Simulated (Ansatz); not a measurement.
# Si: moving one atom along a line

Aim: for Si, measure how stiffly atom 1 (Si) is held.

Program: Ansatz 0.2.0. Level of theory: DFT LDA, scalar-relativistic, plane waves, PAW. These are calculated values, not measurements.

## 1. Starting point

The structure is orthorhombic, space group Fmmm (No. 69). Conventional cell: a = 4.864 Å, b = 5.295 Å, c = 9.177 Å, α = 90.00°, β = 90.00°, γ = 90.00°. Around Si (site symmetry m2m) lie 8 Si at 2.43 to 2.86 Å. Around Si (site symmetry mm2) lie 8 Si at 2.47 to 2.80 Å.

Coordinates:

```cif
data_structure
_symmetry_space_group_name_H-M 'Fmmm'
_symmetry_Int_Tables_number 69
_cell_length_a 4.8640
_cell_length_b 5.2947
_cell_length_c 9.1772
_cell_angle_alpha 90.000
_cell_angle_beta 90.000
_cell_angle_gamma 90.000
_cell_volume 236.34
loop_
_atom_site_label
_atom_site_type_symbol
_atom_site_symmetry_multiplicity
_atom_site_Wyckoff_symbol
_atom_site_fract_x
_atom_site_fract_y
_atom_site_fract_z
_atom_site_occupancy
Si1 Si 8 h 0.50000 0.22972 0.00000 1
Si2 Si 8 i 0.50000 0.00000 0.27443 1
```

It goes back to an entry of the Materials Project, which need not be the stable form.

This cell was relaxed beforehand with the same method: volume 14.77 Å³/atom, gap on the mesh none (metal).

## 2. The reference cell

Reference values: F = -2433.7389 eV; pressure -0.02 GPa; largest force 0.020 eV/Å; gap on the mesh none (metal). It was computed beforehand with the settings of the runs below.

## 3. The scan: moving one atom along a line

Atom 1 (Si) is moved by x along the Cartesian unit vector (0.707, -0.707, 0.000); the cell and all other atoms stay fixed. Forces below are components along that vector, summed over the moved atoms. In a periodic cell its images move with it.

## 4. x = -0.100 Å

Contents of input.yaml:

```yaml
crystal:
  lattice:
    - [0.0, 2.6473542551, 4.5885893296]
    - [2.4320087322, 0.0, 4.5885893296]
    - [2.4320087322, 2.6473542551, 0.0]
  atoms:
    - { symbol: Si, position: [0.7576094041, 0.2423905959, 0.7285343941] }
    - { symbol: Si, position: [0.2702830718, 0.7297169282, 0.2702830718] }
    - { symbol: Si, position: [0.7744251954, 0.7744251954, 0.2255748046] }
    - { symbol: Si, position: [0.2255748046, 0.2255748046, 0.7744251954] }
basis:
  ecutwfc: 420
kpoints:
  mp_grid: { grid: [14, 14, 14] }
hamiltonian:
  xc: lda
scf:
  occupations: { method: gaussian, width: 0.15 }
output:
  forces: true
  stress: true
  eigenvalues: true
```

Run with:

```sh
$ ansatz run input.yaml --threads 1 --pin off --max-ram 2560MiB --backend cpu --events-out ev --progress --plain --runs-dir out
```

Standard output, cut to the lines that bear on the results:

```text
Warning: RAYON_NUM_THREADS=1 ignored (pool sized by the plan → 1); use --threads N
[...]
Pseudopotentials: kind: paw
Pseudopotential: Si, paw, valence charge 4, recommended cutoff 420 eV (normal), Si.paw.azcp
Functional definition: SPW92
[...]
Crystal: 4 atoms, lattice volume = 59.086 Å³
Basis set: ecut = 420 eV, 1139 PW (Γ)
Bands: 12, of which v1, the nominal top of the filled ones, is band 8 counted from 1 (7 counted from 0)
Symmetry: 2 space group operations
Space group: Cm (ITA 8), of the structure as read, at distance tolerance 3.9e-5 Å
k-points: 744 of 2744 (time reversal used)
[...]
SCF iter   1: F=—  HF=-2433.712456 eV  |F-HF|=—  |Δ(HF+E_count)|=         —  Δρ=4.94e-3  dr2=1.26e-2  ethr=1.77e-3  ⟨swp⟩=5.4  Hψ=59146  notcnv=0
[...]
SCF iter   6: F=-2433.706720 eV  HF=-2433.706720 eV  |F-HF|=8.87e-11  |Δ(HF+E_count)|=   1.19e-9  Δρ=7.10e-7  dr2=2.68e-10  ethr=1.11e-10  ⟨swp⟩=1.6  Hψ=29519  notcnv=0
[...]
SCF converged after 6 iterations
Free energy (F): -2433.706720 eV
[...]
E sigma→0 (E₀):  -2433.699099 eV
Entropy (-TS):   -0.015242 eV (-3.810 meV/atom)
Fermi energy:    9.904965 eV
[...]
--- Forces (eV/Å), atoms counted from 1 ---
  atom   1  Si     0.55440128    -0.34713310     0.00000000
  atom   2  Si    -0.48376308     0.25721901     0.00000000
  atom   3  Si    -0.03531906     0.04495699    -0.12517174
  atom   4  Si    -0.03531906     0.04495699     0.12517174
[...]
--- Stress (GPa, compression-positive) ---
        0.970544       0.162777       0.000000
        0.162777      -0.685265       0.000000
        0.000000       0.000000       0.355295
  P = ⅓ Tr σ = 0.2135 GPa (2.135 kbar)
--- Band table (eV; the first three rows and the last of 744) ---
  k-point 0: bands = ["-4.0954", "2.1960", "3.0602", "7.1359", "7.3899", "7.6287", "7.9043", "7.9527", "8.3410", "11.2145", "11.5873", "14.8381"]
[...]
```

Wall time 75 s (1 thread of Intel Xeon Platinum 8259CL at 2.50GHz (Skylake/Cascade Lake), shared host); peak memory 0.92 GiB.

## 5. x = 0.080 Å

input.yaml: that of step 4 with these lines changed.

```diff
@@ -6,3 +6,3 @@
   atoms:
-    - { symbol: Si, position: [0.7576094041, 0.2423905959, 0.7285343941] }
+    - { symbol: Si, position: [0.7074029475, 0.2925970525, 0.7306629555] }
     - { symbol: Si, position: [0.2702830718, 0.7297169282, 0.2702830718] }
```

Run with:

```sh
$ ansatz run input.yaml --threads 1 --pin off --max-ram 2560MiB --backend cpu --events-out ev --progress --plain --runs-dir out
```

Standard output, cut to the lines that bear on the results:

```text
Warning: RAYON_NUM_THREADS=1 ignored (pool sized by the plan → 1); use --threads N
[...]
[... 3 set-up lines as earlier in the session ...]
[...]
Crystal: 4 atoms, lattice volume = 59.086 Å³
Basis set: ecut = 420 eV, 1139 PW (Γ)
Bands: 12, of which v1, the nominal top of the filled ones, is band 8 counted from 1 (7 counted from 0)
[... 2 set-up lines as earlier in the session ...]
k-points: 744 of 2744 (time reversal used)
[...]
SCF iter   1: F=—  HF=-2433.724185 eV  |F-HF|=—  |Δ(HF+E_count)|=         —  Δρ=5.01e-3  dr2=1.30e-2  ethr=1.77e-3  ⟨swp⟩=5.4  Hψ=59147  notcnv=0
[...]
SCF iter   6: F=-2433.718361 eV  HF=-2433.718361 eV  |F-HF|=8.91e-11  |Δ(HF+E_count)|=   1.23e-9  Δρ=7.50e-7  dr2=3.02e-10  ethr=1.03e-10  ⟨swp⟩=1.6  Hψ=29650  notcnv=0
[...]
SCF converged after 6 iterations
Free energy (F): -2433.718361 eV
[...]
E sigma→0 (E₀):  -2433.711295 eV
Entropy (-TS):   -0.014132 eV (-3.533 meV/atom)
Fermi energy:    9.912155 eV
[...]
--- Forces (eV/Å), atoms counted from 1 ---
  atom   1  Si    -0.40942445     0.33022153     0.00000000
  atom   2  Si     0.34459702    -0.26814894     0.00000000
  atom   3  Si     0.03241367    -0.03103635     0.05005015
  atom   4  Si     0.03241367    -0.03103635    -0.05005015
[...]
--- Stress (GPa, compression-positive) ---
        0.379923       0.043319       0.000000
        0.043319       0.973877       0.000000
        0.000000       0.000000      -0.649323
  P = ⅓ Tr σ = 0.2348 GPa (2.348 kbar)
--- Band table (eV; the first three rows and the last of 744) ---
  k-point 0: bands = ["-4.0875", "2.1665", "3.1212", "7.0641", "7.4229", "7.7258", "7.8898", "7.9926", "8.2636", "11.1272", "11.6071", "14.9408"]
[...]
```

Wall time 59 s (1 thread of Intel Xeon Platinum 8259CL at 2.50GHz (Skylake/Cascade Lake), shared host); peak memory 0.93 GiB.

## 6. x = -0.060 Å

input.yaml: that of step 5 with these lines changed.

```diff
@@ -6,3 +6,3 @@
   atoms:
-    - { symbol: Si, position: [0.7074029475, 0.2925970525, 0.7306629555] }
+    - { symbol: Si, position: [0.7464524137, 0.2535475863, 0.7290074078] }
     - { symbol: Si, position: [0.2702830718, 0.7297169282, 0.2702830718] }
```

Run with:

```sh
$ ansatz run input.yaml --threads 1 --pin off --max-ram 2560MiB --backend cpu --events-out ev --progress --plain --runs-dir out
```

Standard output, cut to the lines that bear on the results:

```text
Warning: RAYON_NUM_THREADS=1 ignored (pool sized by the plan → 1); use --threads N
[...]
[... 3 set-up lines as earlier in the session ...]
[...]
Crystal: 4 atoms, lattice volume = 59.086 Å³
Basis set: ecut = 420 eV, 1139 PW (Γ)
Bands: 12, of which v1, the nominal top of the filled ones, is band 8 counted from 1 (7 counted from 0)
[... 2 set-up lines as earlier in the session ...]
k-points: 744 of 2744 (time reversal used)
[...]
SCF iter   1: F=—  HF=-2433.732939 eV  |F-HF|=—  |Δ(HF+E_count)|=         —  Δρ=4.95e-3  dr2=1.26e-2  ethr=1.77e-3  ⟨swp⟩=5.4  Hψ=59001  notcnv=0
[...]
SCF iter   6: F=-2433.727187 eV  HF=-2433.727187 eV  |F-HF|=8.50e-11  |Δ(HF+E_count)|=  9.87e-10  Δρ=7.09e-7  dr2=2.67e-10  ethr=1.00e-10  ⟨swp⟩=1.7  Hψ=29480  notcnv=0
[...]
SCF converged after 6 iterations
Free energy (F): -2433.727187 eV
[...]
E sigma→0 (E₀):  -2433.719763 eV
Entropy (-TS):   -0.014847 eV (-3.712 meV/atom)
Fermi energy:    9.908047 eV
[...]
--- Forces (eV/Å), atoms counted from 1 ---
  atom   1  Si     0.32478602    -0.22081883     0.00000000
  atom   2  Si    -0.28065675     0.16791914     0.00000000
  atom   3  Si    -0.02206458     0.02644982    -0.08054890
  atom   4  Si    -0.02206458     0.02644982     0.08054890
[...]
--- Stress (GPa, compression-positive) ---
        0.470935       0.075921       0.000000
        0.075921      -0.432949       0.000000
        0.000000       0.000000       0.108414
  P = ⅓ Tr σ = 0.0488 GPa (0.488 kbar)
--- Band table (eV; the first three rows and the last of 744) ---
  k-point 0: bands = ["-4.0900", "2.1963", "3.0780", "7.1218", "7.3958", "7.6518", "7.9052", "7.9573", "8.3218", "11.2169", "11.5932", "14.8519"]
[...]
```

Run time: 58 s. Hardware: 1 thread of Intel Xeon Platinum 8259CL at 2.50GHz (Skylake/Cascade Lake), shared host; peak memory 0.92 GiB.

## 7. Point x = 0.040 Å

input.yaml: that of step 6 with these lines changed.

```diff
@@ -6,3 +6,3 @@
   atoms:
-    - { symbol: Si, position: [0.7464524137, 0.2535475863, 0.7290074078] }
+    - { symbol: Si, position: [0.7185599378, 0.2814400622, 0.7301899418] }
     - { symbol: Si, position: [0.2702830718, 0.7297169282, 0.2702830718] }
```

Run with:

```sh
$ ansatz run input.yaml --threads 1 --pin off --max-ram 2560MiB --backend cpu --events-out ev --progress --plain --runs-dir out
```

Standard output, cut to the lines that bear on the results:

```text
[...]
SCF converged after 6 iterations
Free energy (F): -2433.733912 eV
[...]
E sigma→0 (E₀):  -2433.726852 eV
Entropy (-TS):   -0.014119 eV (-3.530 meV/atom)
Fermi energy:    9.912518 eV
[...]
--- Forces (eV/Å), atoms counted from 1 ---
  atom   1  Si    -0.20707045     0.15481371     0.00000000
  atom   2  Si     0.17534502    -0.12226954     0.00000000
  atom   3  Si     0.01586271    -0.01627212     0.01642812
  atom   4  Si     0.01586271    -0.01627212    -0.01642812
[...]
--- Stress (GPa, compression-positive) ---
        0.153000       0.000046       0.000000
        0.000046       0.480115       0.000000
        0.000000       0.000000      -0.449441
  P = ⅓ Tr σ = 0.0612 GPa (0.612 kbar)
--- Band table (eV; the first three rows and the last of 744) ---
  k-point 0: bands = ["-4.0856", "2.1798", "3.1120", "7.0833", "7.4142", "7.7044", "7.8973", "7.9799", "8.2784", "11.1676", "11.6042", "14.9103"]
[...]
```

Run time: 60 s. Hardware: 1 thread of Intel Xeon Platinum 8259CL at 2.50GHz (Skylake/Cascade Lake), shared host; peak memory 0.92 GiB.

## 8. The scan collected

Collected from the runs (energy zero: the undisturbed cell):

```tsv
x (Å)	ΔE (meV/cell)	force on the moved atoms (eV/Å)	pressure (GPa)
-0.100	32.2	0.637	0.2
-0.060	11.7	0.386	0.0
0.000	0.0	0.004	0.0
0.040	5.0	-0.256	0.1
0.080	20.6	-0.523	0.2
```

## 9. Results

```
                                                        quantity       value
force constant along x, from the points at -0.060, 0 and 0.040 Å  6.45 eV/Å²
```

**Reading.** The restoring force grows by 6.45 eV/Å per Å near the site; for the mass of Si against a rigid frame that is a vibration of about 250 cm⁻¹. The undisturbed cell stays the lowest of the sampled points.
